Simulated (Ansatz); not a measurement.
# Mo (Im-3m) in Ansatz: single point with PBEsol

Aim: the single point of Mo with PBEsol.

Program: Ansatz 0.2.0. These are calculated values, not measurements. Logs are shortened: lines on timing, memory, paths and dates and some standing lists are left out, and cuts for length are marked.

**1. The undisturbed crystal**

Symmetry: Im-3m, No. 229, cubic system. The conventional cell has a = 3.168 Å, b = 3.168 Å, c = 3.168 Å, α = 90.00°, β = 90.00°, γ = 90.00°. Mo (site symmetry m-3m) has 8 Mo at 2.74 Å as nearest neighbours.

**2. Single point, PBEsol (strain_xy = 0)**

input.yaml reads:

```yaml
crystal:
  lattice:
    - [-1.5838089719, 1.5838089719, 1.5838089719]
    - [1.5838089719, -1.5838089719, 1.5838089719]
    - [1.5838089719, 1.5838089719, -1.5838089719]
  atoms:
    - { symbol: Mo, position: [0.0, 0.0, 0.0] }
kpoints:
  mp_grid: { grid: [12, 12, 12] }
scf:
  occupations: { method: fermi_dirac, width: 0.05 }
hamiltonian:
  xc: pbesol
  pseudopotentials: { kind: all_electron, lapw: { basis_error: 0.001 } }
output:
  forces: true
  stress: true
  eigenvalues: true
```

Potentials or basis: all-electron LAPW, scalar-relativistic.

The run is started by

```sh
$ ansatz run input.yaml --threads 1 --pin off --max-ram 3072MiB --backend cpu --events-out ev --progress --plain --runs-dir out
```

Standard output:

```text
Warning: RAYON_NUM_THREADS=1 ignored (pool sized by the plan → 1); use --threads N
LAPW: plane waves up to 8.078 Å⁻¹, error target 1.0e-3 eV per atom; small_component_spin mean_spin; Mo in spheres of 1.372 Å, 30 of its electrons in bands, Dirac shells [] (how accurate: hamiltonian.pseudopotentials.lapw.basis_error, Limitations)
Engine: ansatz 0.2.0, x86_64-unknown-linux-gnu
Pseudopotentials: kind: all_electron
Pseudopotential: Mo, LAPW, valence charge 30, lapw/all_electron/scalar/gaussian/Mo, Koelling and Harmon's equation, gaussian nucleus
Functional definition: PBEsol
  exchange = pbesol_x
  correlation = pbesol_c
Crystal: 1 atoms, lattice volume = 15.892 Å³
Basis set: ecut = 248.60717558322457 eV, 141 PW (Γ), exchange–correlation at level 2
Bands: 19, of which v1, the nominal top of the filled ones, is band 15 counted from 1 (14 counted from 0)
Symmetry: 48 space group operations
Space group: Im-3m (ITA 229), of the structure as read, at distance tolerance 2.5e-5 Å
k-points: 72 of 1728
Non-local potential: Mo, projectors of the file, none
Initial density: superposition of atomic densities (chi_scale 0.1, normalization cell)
Initial wavefunctions: plane waves of lowest kinetic energy (no species holds an atomic orbital)
Functional: x = pbesol(κ = 0.804, μ = 0.12345679012345678), c = pbesol(β = 0.046)
iter 1 solved again at ethr=9.44e-4 eV; its pass at ethr=1.00e-1 eV (dr2=2.83e-1 eV) is discarded
SCF iter   1: F=—  HF=-110119.999585 eV  |F-HF|=—  |Δ(HF+E_count)|=         —  Δρ=5.51e-2  dr2=2.84e-1  ethr=9.44e-4  ⟨swp⟩=2.4  Hψ=8409  notcnv=0
preconditioner: auto → Kerker (q_TF=auto, 3.033 Å⁻¹)  [metal: Δε(μ)=0.071 eV  Ē_g=8.530 eV  σ=0.050 eV  W_gap=0.34  n_scr=12 (ndim 8)  ℏωp=22.8 eV  f_vac=0.000  D(μ)=0.64/eV (n_scr^D=0)]
SCF iter   2: F=—  HF=-110119.336959 eV  |F-HF|=—  |Δ(HF+E_count)|=   6.63e-1  Δρ=2.21e-2  dr2=5.49e-2  ethr=9.44e-4  ⟨swp⟩=2.2  Hψ=4227  notcnv=0  defer=1
SCF iter   3: F=—  HF=-110119.314182 eV  |F-HF|=—  |Δ(HF+E_count)|=         —  Δρ=1.30e-2  dr2=2.25e-2  ethr=1.83e-4  ⟨swp⟩=2.0  Hψ=3917  notcnv=0
the basis was enlarged: its passes take 646.5 KiB over the memory plan, 1 of 1 planned eigensolver slots
SCF iter   4: F=—  HF=-110119.312049 eV  |F-HF|=—  |Δ(HF+E_count)|=   2.13e-3  Δρ=5.01e-3  dr2=4.30e-3  ethr=7.50e-5  ⟨swp⟩=2.0  Hψ=3792  notcnv=0
iter 5 solved again at ethr=1.00e-6 eV; its pass at ethr=1.43e-5 eV (dr2=3.00e-4 eV) is discarded
SCF iter   5: F=—  HF=-110119.312508 eV  |F-HF|=—  |Δ(HF+E_count)|=   4.59e-4  Δρ=1.35e-3  dr2=3.00e-4  ethr=1.00e-6  ⟨swp⟩=2.0  Hψ=6719  notcnv=0
SCF iter   6: F=—  HF=-110119.312502 eV  |F-HF|=—  |Δ(HF+E_count)|=   6.05e-6  Δρ=2.87e-4  dr2=6.81e-6  ethr=1.00e-6  ⟨swp⟩=2.0  Hψ=3972  notcnv=0
SCF iter   7: F=-110119.312502 eV  HF=-110119.312502 eV  |F-HF|=2.84e-8  |Δ(HF+E_count)|=   1.18e-7  Δρ=2.11e-5  dr2=2.59e-8  ethr=2.27e-8  ⟨swp⟩=2.0  Hψ=3972  notcnv=0
SCF 1 converged in 7 iterations: F = -110119.312502 eV  dr2 = 2.59e-8
SCF converged after 7 iterations
Free energy (F): -110119.312502 eV
Harris-Foulkes:  -110119.312502 eV  (|F-HF|=2.84e-8)
Internal energy: -110119.309991 eV  (E = F + TS)
E sigma→0 (E₀):  -110119.311247 eV
Entropy (-TS):   -0.002511 eV (-2.511 meV/atom)
Fermi energy:    22.821321 eV
--- Per-component energies (eV) ---
  E_band       = -4094.655671
  E_kinetic    = 114105.171484
  E_xc         = -3311.352300
  E_electrostatic = -220913.129176  (all electrons and nuclei)
  E_smearing   = -0.002511  (= −TS)
  E_closure    = 0.000000  (closes the sum)
  E_atoms      = -110107.552781  (free atoms, spherical and without spin; not in F)
  Σ components = -110119.312502   (vs F -110119.312502, Δ=0.00e0)
  Basis errors (estimates in eV, not in F): energy 2.4e-4 per atom: plane waves 2.0e-4 (1.0e-4 summed), levels above the bands 2.6e-80, relativity 2.7e-8, radial functions 3.8e-5, core shells 1.4e-7; eigenvalues (radial functions only) 2.2e-6; not estimated: angular momenta, meshes, grids; target (lapw.basis_error) 1.0e-3; muffin-tin radii Mo 1.372 Å
--- Forces (eV/Å), atoms counted from 1 ---
  atom   1  Mo    -0.00000000    -0.00000000     0.00000000
  max |Σ_I F_I| component: 1.41e-30 eV/Å
--- Stress (GPa, compression-positive) ---
       -9.606447      -0.000000      -0.000000
       -0.000000      -9.606447      -0.000000
       -0.000000      -0.000000      -9.606447
  P = ⅓ Tr σ = -9.6064 GPa (-96.064 kbar)
--- Band table (eV; the first three rows and the last of 72) ---
  k-point 0: bands = ["-352.7279", "-352.7279", "-352.7279", "-194.9106", "-194.9106", "-194.8790", "-194.8790", "-194.8790", "-38.3161", "-11.6304", "-11.6304", "-11.6304", "15.6565", "21.5442", "21.5442", "21.5442", "24.4931", "24.4931", "37.5153"]
  k-point 1: bands = ["-352.7279", "-352.7279", "-352.7279", "-194.9106", "-194.9106", "-194.8790", "-194.8790", "-194.8790", "-38.2997", "-11.7261", "-11.6600", "-11.6310", "15.9553", "21.3775", "21.5125", "21.8262", "24.2620", "24.4988", "37.7269"]
  k-point 2: bands = ["-352.7279", "-352.7279", "-352.7279", "-194.9106", "-194.9106", "-194.8790", "-194.8790", "-194.8790", "-38.2548", "-11.9829", "-11.7402", "-11.6329", "16.7473", "20.9535", "21.3624", "22.6456", "23.9379", "24.5382", "38.0212"]
  k-point 71: bands = ["-352.7279", "-352.7279", "-352.7279", "-194.9106", "-194.9106", "-194.8790", "-194.8790", "-194.8790", "-37.8913", "-12.5553", "-12.5553", "-12.5553", "17.5368", "17.5368", "26.7919", "26.7919", "26.7919", "31.7550", "31.7550"]
```

Run time: 3.7 s. Hardware: 1 thread of Intel Xeon 6975P-C (Granite Rapids), shared host; peak memory 0.31 GiB.

What came out:

```
Free energy            : -110119.3125 eV
Pressure               : -9.6 GPa
Band gap on the k mesh : none (metal or under the smearing width)
```
